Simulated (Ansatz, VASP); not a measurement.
## LiF: VASP beside Ansatz

The input INCAR:

```
SYSTEM = LiF
ALGO = Normal
EDIFF = 1E-6
EDIFFG = -0.005
ENCUT = 600
GGA = CA
IBRION = 2
ISIF = 3
ISMEAR = 0
LASPH = .True.
LCHARG = .False.
LREAL = .False.
LWAVE = .False.
NELM = 100
NSW = 100
PREC = Accurate
SIGMA = 0.02
```

File KPOINTS:

```
k-points
0
Gamma
  10 10 10
  0 0 0
```

Contents of POSCAR:

```
LiF
1.0
    0.0000000000      1.9544544216      1.9544544216
    1.9544544216      0.0000000000      1.9544544216
    1.9544544216      1.9544544216      0.0000000000
Li F
1 1
Direct
    0.0000000000      0.0000000000      0.0000000000
    0.5000000000      0.5000000000      0.5000000000
```

Input for Ansatz:

```yaml
crystal:
  lattice:
    - [0.0, 1.9544544216, 1.9544544216]
    - [1.9544544216, 0.0, 1.9544544216]
    - [1.9544544216, 1.9544544216, 0.0]
  atoms:
    - { symbol: Li, position: [0.0, 0.0, 0.0] }
    - { symbol: F, position: [0.5, 0.5, 0.5] }
basis:
  ecutwfc: 420
kpoints:
  mp_grid: { grid: [10, 10, 10] }
hamiltonian:
  xc: lda
scf:
  occupations: { method: gaussian, width: 0.02 }
output:
  forces: true
  stress: true
  eigenvalues: true
relax:
  adjacent_minimum: "off"
  f_tol: 0.005
  max_steps: 80
  cell: { stress_tol: 0.05 }
```

Alike in both runs: task relaxation of cell and atoms; functional LDA; k mesh 10 × 10 × 10; occupations gaussian, width 0.02 eV; no spin polarisation.

|  | VASP | Ansatz |
| --- | --- | --- |
| version | VASP 6.6.1 | Ansatz 0.2.0 |
| potentials or method | VASP PAW LDA potentials, release 64 (Li_sv, F) | scalar-relativistic, plane waves, PAW |
| plane-wave cutoff (eV) | 600 | 420 |
| valence electrons in the cell | 10 | 10 |

Ansatz gave:

```
gap on the k mesh at the Fermi level, each at its own relaxed structure (eV) : 9.70
relaxed volume (Å³/atom)                                                     : 7.47
relaxed cell length with the largest relative difference (Å)                 : 2.764
```

Question: Which values does VASP return?

Answer: gap on the k mesh at the Fermi level, each at its own relaxed structure (eV): 9.76; relaxed volume (Å³/atom): 7.41; relaxed cell length with the largest relative difference (Å): 2.757.

Caveats: the cutoff is under 1.25 times the usual one of these potentials, so pressure, stress and relaxed cells hold a basis-set (Pulay) error (VASP). Expect the measured gap to be larger: semilocal functionals such as LDA lack the derivative discontinuity. Zero-point motion and thermal expansion aren't in these numbers.
